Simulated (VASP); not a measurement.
# BaTiO3 (Pm-3m) in VASP: a series of runs

The runs below take BaTiO3 through single point, with PBE.

Program: VASP 6.6.1. These are calculated values, not measurements. Logs are shortened: lines on timing, memory, paths and dates and some standing lists are left out, and cuts for length are marked.

## 1. The undisturbed crystal

It takes space group Pm-3m (No. 221, cubic). Conventional cell: a = 4.006 Å, b = 4.006 Å, c = 4.006 Å, α = 90.00°, β = 90.00°, γ = 90.00°. Ba (site symmetry m-3m) is surrounded by 12 O at 2.83 Å. Around Ti (site symmetry m-3m) lie 6 O at 2.00 Å. O (site symmetry 4/mmm) has 2 Ti at 2.00 Å as nearest neighbours.

## 2. Single point, PBE

File INCAR:

```
  PREC = Accurate
  ENCUT = 520
  EDIFF = 1E-7
  ISMEAR = 0
  SIGMA = 0.05
  LREAL = Auto
  LASPH = T
  NELM = 100
  ALGO = Normal
  ISIF = 2
  LWAVE = F
  LCHARG = F
  GGA = PE
  ADDGRID = F
```

File KPOINTS:

```
regular mesh
0
Gamma
  7 7 7
```

File POSCAR:

```
BaTiO3
1.0
    4.0060000000      0.0000000000      0.0000000000
    0.0000000000      4.0060000000      0.0000000000
    0.0000000000      0.0000000000      4.0060000000
Ba Ti O
1 1 3
Direct
    0.4701120000      0.5031600000      0.5056990000
   -0.0202070000      0.0016430000     -0.0204470000
   -0.0270160000     -0.0188640000      0.5097340000
   -0.0003670000      0.4971430000     -0.0056670000
    0.4958670000     -0.0087980000      0.0064420000
```

Potentials or basis: VASP PAW PBE potentials, release 64 (Ba_sv, Ti_sv, O).

Run with:

```sh
$ cat potpaw_PBE.64/Ba_sv/POTCAR potpaw_PBE.64/Ti_sv/POTCAR potpaw_PBE.64/O/POTCAR > POTCAR
$ mpirun -np 1 vasp_std > vasp.out
```

OUTCAR:

```text
PREC = Accurate
   ENCUT = 520
   EDIFF = 1E-7
   ISMEAR = 0
   LREAL = Auto
   LASPH = T
   NELM = 100
   ISIF = 2
   GGA = PE

 Found    172 irreducible k-points:

 Following reciprocal coordinates:
            Coordinates               Weight
  0.000000  0.000000  0.000000      1.000000
  0.142857  0.000000  0.000000      2.000000
  0.000000  0.142857  0.000000      2.000000
  0.000000  0.000000  0.142857      2.000000
  0.285714  0.000000  0.000000      2.000000
  0.000000  0.285714  0.000000      2.000000
   k-points           NKPTS =    172   k-points in BZ     NKDIM =    172   number of bands    NBANDS=     24
   number of dos      NEDOS =    301   number of ions     NIONS =      5
   total plane-waves  NPLWV =  27000
   dimension x,y,z NGX =    30 NGY =   30 NGZ =   30
   dimension x,y,z NGXF=    60 NGYF=   60 NGZF=   60
   ions per type =               1   1   3
   NGX,Y,Z   is equivalent  to a cutoff of  12.45, 12.45, 12.45 a.u.
   NGXF,Y,Z  is equivalent  to a cutoff of  24.90, 24.90, 24.90 a.u.
 SYSTEM =  unknown system
   PREC   = accura    normal or accurate (medium, high low for compatibility)
   ISTART =      0    job   : 0-new  1-cont  2-samecut
   ICHARG =      2    charge: 1-file 2-atom 10-const
   ISPIN  =      1    spin polarized calculation?
   LNONCOLLINEAR =      F non collinear calculations
   LSORBIT =      F    spin-orbit coupling
   LASPH  =      T    aspherical Exc in radial PAW
   ENCUT  =  520.0 eV  38.22 Ry    6.18 a.u.   7.45  7.45  7.45*2*pi/ulx,y,z
   NELM   =    100;   NELMIN=  2; NELMDL= -5     # of ELM steps
   EDIFF  = 0.1E-06   stopping-criterion for ELM
   LREAL  =      T    real-space projection
   EDIFFG = 0.1E-05   stopping-criterion for IOM
   NSW    =      0    number of steps for IOM
   IBRION =     -1    ionic relax: 0-MD 1-quasi-New 2-CG
   NFREE  =      0    steps in history (QN), initial steepest desc. (CG)
   ISIF   =      2    stress and relaxation
   ISYM   =      2    0-nonsym 1-usesym 2-fastsym
   POTIM  = 0.5000    time-step for ionic-motion
   TEBEG  =    0.0;   TEEND  =   0.0 temperature during run
   PSTRESS=    0.0 pullay stress
   NELECT =      40.0000    total number of electrons
   NUPDOWN=      -1.0000    fix difference up-down
   EMIN   =  10.00;   EMAX   =-10.00  energy-range for DOS
   EFERMI =   0.00;   METHOD = LEGACY
   ISMEAR =     0;   SIGMA  =   0.05  broadening in eV -4-tet -1-fermi 0-gaus
   EFERMI_NEDOS =   21; number of points for ismear=-14 and -15
   IALGO  =     38    algorithm
   IMIX   =      4    mixing-type and parameters
     AMIX     =   0.40;   BMIX     =  1.00
     AMIX_MAG =   1.60;   BMIX_MAG =  1.00
  volume/ion in A,a.u.               =      12.86        86.77
  Fermi-wavevector in a.u.,A,eV,Ry     =   1.397603  2.641087 26.576187  1.953295
  Thomas-Fermi vector in A             =   2.520843
   LORBIT       =      0    0 simple, 1 ext, 2 COOP (PROOUT), +10 PAW based schemes
   GGA     = PE    functional components
   LHFCALC =     F    Hartree Fock is set to
   AEXX    =    0.0000 exact exchange contribution
   IVDW    =     0    specifies the selected vdW correction
   LEPSILON=     F    determine dielectric tensor
   LRPA    =     F    only Hartree local field effects (RPA)
 non-spin polarized calculation
 Gauss-broadening in eV      SIGMA  =   0.05
  energy-cutoff  :      520.00
  volume of cell :       64.29
 maximum number of plane-waves:      1759
 NGX is ok and might be reduce to    30
   NGX = 15   NGY = 15   NGZ = 15

 number of electron      40.0000004 magnetization

 Free energy of the ion-electron system (eV)
  ---------------------------------------------------
  ext. energy  EPLUGINS =         0.00000000
  ---------------------------------------------------
  free energy    TOTEN  =       -39.92845473 eV

  energy without entropy =      -39.92845473  energy(sigma->0) =      -39.92845473

 E-fermi :   4.0297     XC(G=0): -11.2371

 val. band max:        3.7417510463   @ k =  -0.4286  -0.4286   0.4286
 cond. band min:       5.7255163444   @ k =   0.0000   0.0000   0.0000
 fundamental gap:      1.9837652981
 Fermi energy:         4.0296812123

 k-point     1 :       0.0000    0.0000    0.0000
  band No.  band energies     occupation
      1     -52.7320      2.00000
      2     -28.9793      2.00000
      3     -28.9512      2.00000
      4     -28.9433      2.00000
      5     -21.0134      2.00000
      6     -13.0803      2.00000
[... 16 lines left out ...]
     23       5.8888      0.00000
     24       7.8489      0.00000

 k-point     2 :       0.1429    0.0000    0.0000
  band No.  band energies     occupation
      1     -52.7318      2.00000
      2     -28.9789      2.00000
      3     -28.9610      2.00000
      4     -28.9430      2.00000
      5     -20.9915      2.00000
      6     -13.0990      2.00000
[... 16 lines left out ...]
     23       6.1540      0.00000
     24       7.9070      0.00000

 k-point     3 :       0.0000    0.1429    0.0000
  band No.  band energies     occupation
      1     -52.7318      2.00000
      2     -28.9789      2.00000
      3     -28.9533      2.00000
      4     -28.9508      2.00000
      5     -20.9917      2.00000
      6     -13.0986      2.00000
[... 16 lines left out ...]
     23       6.1578      0.00000
     24       7.9353      0.00000

 k-point     4 :       0.0000    0.0000    0.1429
  band No.  band energies     occupation
      1     -52.7318      2.00000
      2     -28.9892      2.00000
      3     -28.9508      2.00000
      4     -28.9430      2.00000
      5     -20.9915      2.00000
      6     -13.0814      2.00000
[... 16 lines left out ...]
     23       6.2099      0.00000
     24       7.8510      0.00000

 k-point     5 :       0.2857    0.0000    0.0000
  band No.  band energies     occupation
      1     -52.7314      2.00000
      2     -28.9833      2.00000
      3     -28.9777      2.00000
      4     -28.9421      2.00000
      5     -20.9415      2.00000
      6     -13.1966      2.00000
[... 16 lines left out ...]
     23       6.8271      0.00000
     24       7.9078      0.00000

 k-point     6 :       0.0000    0.2857    0.0000
  band No.  band energies     occupation
      1     -52.7314      2.00000
      2     -28.9781      2.00000
      3     -28.9752      2.00000
      4     -28.9500      2.00000
      5     -20.9420      2.00000
      6     -13.1943      2.00000
[... 16 lines left out ...]
     23       6.8137      0.00000
     24       7.9333      0.00000

 [... further k-points ...]
[... 5 lines left out ...]
  --------------------------------------------------------------------------------------
  -------------------------------------------------------------------------------------
  Total        1.8220141      1.5767324      2.4181427     -0.0872206     -0.1094208     -0.1471119
  in kB       45.4076969     39.2948594     60.2642385     -2.1736854     -2.7269521     -3.6662788
  external PRESSURE =      48.3222650 kB  Pullay stress =       0.0000000 kB

 VOLUME and BASIS-vectors are now :
 -----------------------------------------------------------------------------
  energy-cutoff  :      520.00
  volume of cell :       64.29
      direct lattice vectors                 reciprocal lattice vectors
     4.006000000  0.000000000  0.000000000     0.249625562  0.000000000  0.000000000
     0.000000000  4.006000000  0.000000000     0.000000000  0.249625562  0.000000000
     0.000000000  0.000000000  4.006000000     0.000000000  0.000000000  0.249625562

 POSITION                                       TOTAL-FORCE (eV/Angst)
 -----------------------------------------------------------------------------------
      1.88327      2.01566      2.02583         0.391136     -0.186661     -0.391364
      3.92505      0.00658      3.92409        -0.373186      0.021584      0.102291
      3.89777      3.93043      2.04199         0.351673      0.403591      0.044411
      4.00453      1.99155      3.98330        -0.182218     -0.444068      0.246469
      1.98644      3.97076      0.02581        -0.187406      0.205554     -0.001808
 -----------------------------------------------------------------------------------
    total drift:                                0.001292     -0.001791      0.004218

  FREE ENERGIE OF THE ION-ELECTRON SYSTEM (eV)
  ---------------------------------------------------
  free  energy   TOTEN  =       -39.9284547253 eV

  energy  without entropy=      -39.9284547253  energy(sigma->0) =      -39.92845473
```

OSZICAR:

```text
N       E                     dE             d eps       ncg     rms          rms(c)
DAV:   1     0.450515685746E+03    0.45052E+03   -0.20411E+04  8256   0.179E+03
DAV:   2    -0.334859290398E+01   -0.45386E+03   -0.44610E+03 10256   0.481E+02
DAV:   3    -0.489063006850E+02   -0.45558E+02   -0.44740E+02 10304   0.148E+02
DAV:   4    -0.507699580126E+02   -0.18637E+01   -0.18626E+01 12288   0.295E+01
DAV:   5    -0.508193045920E+02   -0.49347E-01   -0.49343E-01 11208   0.410E+00    0.232E+01
DAV:   6    -0.400548105555E+02    0.10764E+02   -0.75210E+01 13200   0.785E+01    0.101E+01
DAV:   7    -0.400882852044E+02   -0.33475E-01   -0.12527E+01 10544   0.262E+01    0.659E+00
DAV:   8    -0.399114133205E+02    0.17687E+00   -0.94832E-01 11288   0.951E+00    0.296E+00
DAV:   9    -0.399434430281E+02   -0.32030E-01   -0.28268E-01 11200   0.420E+00    0.124E+00
DAV:  10    -0.399292706108E+02    0.14172E-01   -0.10048E-01 10872   0.340E+00    0.390E-01
DAV:  11    -0.399284780095E+02    0.79260E-03   -0.66557E-03 11688   0.607E-01    0.675E-02
DAV:  12    -0.399284769144E+02    0.10950E-05   -0.28418E-04 10384   0.126E-01    0.367E-02
DAV:  13    -0.399284515636E+02    0.25351E-04   -0.24940E-04 10648   0.174E-01    0.967E-03
DAV:  14    -0.399284547946E+02   -0.32310E-05   -0.23898E-05 11960   0.354E-02    0.657E-03
DAV:  15    -0.399284550740E+02   -0.27940E-06   -0.44751E-06 11016   0.160E-02    0.675E-03
DAV:  16    -0.399284547614E+02    0.31259E-06   -0.19346E-06 10688   0.131E-02    0.139E-03
DAV:  17    -0.399284547253E+02    0.36125E-07   -0.19858E-07  6800   0.452E-03
   1 F= -.39928455E+02 E0= -.39928455E+02  d E =-.115783E-17
```

stdout:

```text
POSCAR found type information on POSCAR BaTiO
 POSCAR found :  3 types and       5 ions
 scaLAPACK will be used
 -----------------------------------------------------------------------------
|                                                                             |
|                                                                             |
|     You have a (more or less) 'small supercell' and for smaller cells       |
|     it is recommended to use the reciprocal-space projection scheme!        |
|     The real-space optimization is not efficient for small cells and it     |
|     is also less accurate ...                                               |
|     Therefore, set LREAL=.FALSE. in the INCAR file.                         |
|                                                                             |
 -----------------------------------------------------------------------------

 LDA part: xc-table for (Slater+PW92), standard interpolation
 POSCAR, INCAR and KPOINTS ok, starting setup
 FFT: planning ... GRIDC
 FFT: planning ... GRID_SOFT
 FFT: planning ... GRID
 WAVECAR not read
 entering main loop
```

Run time: 3.9 min. Hardware: 1 thread of Intel Xeon 6975P-C (Granite Rapids), shared host; peak memory 0.28 GiB.

These settings aren't checked as converged: the numbers below hold their error.

What came out:

| Item | Value |
| --- | --- |
| Free energy | -39.9285 eV |
| Pressure | 4.8 GPa |
| Largest force | 0.584 eV/Å |
| Band gap on the k mesh | 1.98 eV, indirect (least direct gap 2.19 eV) |

Caveat: spin-orbit coupling is left out, which moves the levels of the heavy elements; an odd mesh through Γ misses points on the zone boundary, where band edges often lie.

## 3. Single point, PBE

File INCAR:

```
  PREC = Accurate
  ENCUT = 460
  EDIFF = 1E-7
  ISMEAR = 0
  SIGMA = 0.05
  LREAL = F
  LASPH = T
  NELM = 100
  ALGO = Normal
  ISIF = 2
  LWAVE = F
  LCHARG = F
  GGA = PE
  ADDGRID = F
```

File KPOINTS:

```
regular mesh
0
Gamma
  8 8 8
```

POSCAR is that of step 2.

Potentials or basis: VASP PAW PBE potentials, release 64 (Ba_sv, Ti_sv, O).

Run with:

```sh
$ cat potpaw_PBE.64/Ba_sv/POTCAR potpaw_PBE.64/Ti_sv/POTCAR potpaw_PBE.64/O/POTCAR > POTCAR
$ mpirun -np 1 vasp_std > vasp.out
```

Wall time 2.7 min (1 thread of Intel Xeon 6975P-C (Granite Rapids), shared host); peak memory 0.43 GiB.

These settings aren't checked as converged: the numbers below hold their error.

Results:

| Quantity | Value |
| --- | --- |
| Free energy | -39.9348 eV |
| Pressure | 4.1 GPa |
| Largest force | 0.584 eV/Å |
| Band gap on the k mesh | 1.90 eV, indirect (least direct gap 2.19 eV) |

Caveat: the cutoff is under 1.25 times the usual one of these potentials, so pressure, stress and relaxed cells hold a basis-set (Pulay) error; spin-orbit coupling is left out, which moves the levels of the heavy elements.
